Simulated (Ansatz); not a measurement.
Here is an Ansatz 0.2.0 calculation.

File input.yaml:

```yaml
crystal:
  lattice:
    - [0.0, 3.205, 3.205]
    - [3.205, 0.0, 3.205]
    - [3.205, 3.205, 0.0]
  atoms:
    - { symbol: Te, position: [0.75, 0.75, 0.75] }
    - { symbol: Cd, position: [0.0, 0.0, 0.0] }
kpoints:
  mp_grid: { grid: [5, 5, 5] }
scf:
  occupations: { method: fermi_dirac, width: 0.04 }
hamiltonian:
  xc: pbe
  pseudopotentials: { kind: all_electron, lapw: { basis_error: 0.003 } }
output:
  forces: true
  stress: true
  eigenvalues: true
```

Potentials or basis: all-electron LAPW, scalar-relativistic.

Launch:

```console
$ ansatz run input.yaml --threads 1 --pin off --max-ram 2560MiB --backend cpu --events-out ev --progress --plain --runs-dir out
```

**Question.** Estimate the band gap on the k mesh.

**Answer.** 0.87 eV, direct.

**Question.** Estimate the pressure.

**Answer.** 4.3 GPa.

Caveat: spin-orbit coupling is left out, which moves the levels of the heavy elements.

**Experimental background.**

A printed reference work, data compilation reports, for a bulk crystal of CdTe at 0 K: band gap 1.607 eV.

Measured gap of CdTe: 1.607 eV (0 K; a printed reference work, data compilation). This calculation gives 0.87 eV (-0.74 eV). Spin-orbit coupling on Cd, Te is left out. The value is that of PBE, without temperature or zero-point motion. Semilocal functionals fall short of measured gaps as a rule.
